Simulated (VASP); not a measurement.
# A VASP 6.6.1 single-point calculation on NaI

INCAR

```
SIGMA = 0.02
NBANDS = 14
EDIFF = 1E-7
ISIF = 2
LASPH = .TRUE.
IBRION = -1
LCHARG = .FALSE.
ADDGRID = .TRUE.
PREC = Accurate
NELM = 120
GGA = PE
NSW = 0
LWAVE = .FALSE.
LREAL = .FALSE.
ISMEAR = -1
ENCUT = 520
```

KPOINTS

```
KPOINTS created by Atomic Simulation Environment
0
Monkhorst-Pack
6 6 6
0 0 0
```

POSCAR

```
Na I
 1.0000000000000000
     0.0000000000000000    3.5864186194999998    3.5431916810000001
     3.5864186194999998    0.0000000000000000    3.5431916810000001
     3.5864186194999998    3.5864186194999998    0.0000000000000000
 Na  I
   1   1
Cartesian
  0.0000000000000000  0.0000000000000000  0.0000000000000000
  1.7932093097499997  1.7932093097499997  1.7715958405000001
```

The recommended PBE PAW datasets give the neutral cell 14 valence electrons.

Command

```
mpirun -np 1 vasp_std
```

Task: How does this run end, and what does it give?

Result: It converged. Results: gap between bands v and c on the k mesh 3.95 eV; least direct gap on the k mesh 3.95 eV; pressure 0.1 GPa. Band v is the last that the valence electrons fill when counted band by band, and c is the next.

OSZICAR

```
N       E                     dE             d eps       ncg     rms          rms(c)
DAV:   1     0.799502407282E+02    0.79950E+02   -0.63113E+03  1764   0.835E+02
DAV:   2     0.181089280719E+01   -0.78139E+02   -0.73057E+02  1860   0.197E+02
DAV:   3    -0.521028954675E+01   -0.70212E+01   -0.69867E+01  2280   0.598E+01
DAV:   4    -0.539209284544E+01   -0.18180E+00   -0.18177E+00  2324   0.103E+01
DAV:   5    -0.539605189488E+01   -0.39590E-02   -0.39590E-02  2394   0.144E+00    0.165E+00
DAV:   6    -0.529208390496E+01    0.10397E+00   -0.13621E-01  2046   0.173E+00    0.112E+00
DAV:   7    -0.528344862435E+01    0.86353E-02   -0.10743E-01  2094   0.139E+00    0.702E-01
DAV:   8    -0.529325147669E+01   -0.98029E-02   -0.10676E-02  1950   0.674E-01    0.215E-01
DAV:   9    -0.529307669813E+01    0.17478E-03   -0.22970E-04  2208   0.134E-01    0.720E-02
DAV:  10    -0.529346636670E+01   -0.38967E-03   -0.47778E-04  1986   0.133E-01    0.212E-02
DAV:  11    -0.529348462958E+01   -0.18263E-04   -0.47011E-05  2340   0.549E-02    0.580E-03
DAV:  12    -0.529348722730E+01   -0.25977E-05   -0.43707E-06  2112   0.117E-02    0.345E-03
DAV:  13    -0.529348782548E+01   -0.59817E-06   -0.68384E-07  2190   0.463E-03    0.743E-04
DAV:  14    -0.529348779274E+01    0.32742E-07   -0.34195E-08  2202   0.140E-03
   1 F= -.52934878E+01 E0= -.52934878E+01  d E =-.311875E-10
```

The shifted mesh misses Γ, so a band edge there is missed.

For comparison, a separate PBE run of the intended cell, on usual settings and not on those above, gives a gap of 3.77 eV on its mesh and a pressure of 0.1 GPa.
